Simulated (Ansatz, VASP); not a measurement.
BN: VASP beside Ansatz

INCAR

```
PREC = Accurate
ENCUT = 520
EDIFF = 1E-6
ISMEAR = -1
SIGMA = 0.05
LREAL = F
LASPH = T
NELM = 100
ALGO = Normal
ISIF = 2
LWAVE = F
LCHARG = F
METAGGA = R2SCAN
LMIXTAU = T
NBANDS = 11
```

File KPOINTS:

```
Automatic mesh
0
Gamma
  13 13 13
```

The input POSCAR:

```
BN
1.0
    0.0000000000      1.8130010000      1.8130010000
    1.8130010000      0.0000000000      1.8130010000
    1.8130010000      1.8130010000      0.0000000000
N B
1 1
Direct
    0.2500000000      0.2500000000      0.2500000000
    0.0000000000      0.0000000000      0.0000000000
```

KPOINTS_OPT

```
path GXWKGLUWLK,UX
15
line-mode
reciprocal
 0.0000000000  0.0000000000  0.0000000000  G
 0.5000000000  0.0000000000  0.5000000000  X

 0.5000000000  0.0000000000  0.5000000000  X
 0.5000000000  0.2500000000  0.7500000000  W

 0.5000000000  0.2500000000  0.7500000000  W
 0.3750000000  0.3750000000  0.7500000000  K

 0.3750000000  0.3750000000  0.7500000000  K
 0.0000000000  0.0000000000  0.0000000000  G

 0.0000000000  0.0000000000  0.0000000000  G
 0.5000000000  0.5000000000  0.5000000000  L

 0.5000000000  0.5000000000  0.5000000000  L
 0.6250000000  0.2500000000  0.6250000000  U

 0.6250000000  0.2500000000  0.6250000000  U
 0.5000000000  0.2500000000  0.7500000000  W

 0.5000000000  0.2500000000  0.7500000000  W
 0.5000000000  0.5000000000  0.5000000000  L

 0.5000000000  0.5000000000  0.5000000000  L
 0.3750000000  0.3750000000  0.7500000000  K

 0.6250000000  0.2500000000  0.6250000000  U
 0.5000000000  0.0000000000  0.5000000000  X
```

Contents of input.yaml:

```yaml
crystal:
  lattice:
    - [0.0, 1.813001, 1.813001]
    - [1.813001, 0.0, 1.813001]
    - [1.813001, 1.813001, 0.0]
  atoms:
    - { symbol: "N", position: [0.25, 0.25, 0.25] }
    - { symbol: B, position: [0.0, 0.0, 0.0] }
hamiltonian:
  xc: r2scan
  pseudopotentials: { kind: paw }
kpoints:
  mp_grid: { grid: [13, 13, 13] }
  band_path:
    path:
      - [[0.0, 0.0, 0.0], [0.5, 0.0, 0.5], [0.5, 0.25, 0.75], [0.375, 0.375, 0.75], [0.0, 0.0, 0.0], [0.5, 0.5, 0.5], [0.625, 0.25, 0.625], [0.5, 0.25, 0.75], [0.5, 0.5, 0.5], [0.375, 0.375, 0.75]]
      - [[0.625, 0.25, 0.625], [0.5, 0.0, 0.5]]
    npoints: 14
scf:
  occupations: { method: fermi_dirac, width: 0.05 }
  n_extra_bands: 6
output:
  forces: true
  stress: true
  eigenvalues: true
  fatbands: true
  write_density: true
  write_potential: true
  elf: true
  volumetric_format: npy
```

The cell is a database's computed one.

Alike in both runs: task band structure; functional r2SCAN; k mesh 13 × 13 × 13; occupations fermi-dirac, width 0.05 eV; no spin polarisation.

|  | VASP | Ansatz |
| --- | --- | --- |
| version | VASP 6.6.1 | Ansatz 0.2.0 |
| potentials or method | VASP PAW PBE potentials, release 64 (N, B) | Ansatz PAW |
| plane-wave cutoff (eV) | 520 | 500 |
| valence electrons in the cell | 8 | 8 |

```tsv
	VASP	Ansatz	Ansatz less VASP
gap on the k mesh at the Fermi level (eV)	5.04	5.06	+0.020
least direct gap on the mesh (eV)	9.48	9.52	+0.038
gap along the band path (eV)	4.96	4.99	+0.020
pressure (GPa)	-4.1	-5.2	-1.06
```

With one functional, cell and mesh, what is left measures potentials, basis and numerics.

Caveats: the PAW data sets were made with another functional, which shifts forces and pressure a little (VASP); the k mesh misses the band edges, so the gap on the mesh is wider than the one along the path (Ansatz); the PAW data sets come from PBE, with cores solved anew for the run's functional, which leaves a small shift of forces and pressure (Ansatz). r2SCAN opens gaps a little over a GGA but as a rule still falls short of measured ones.
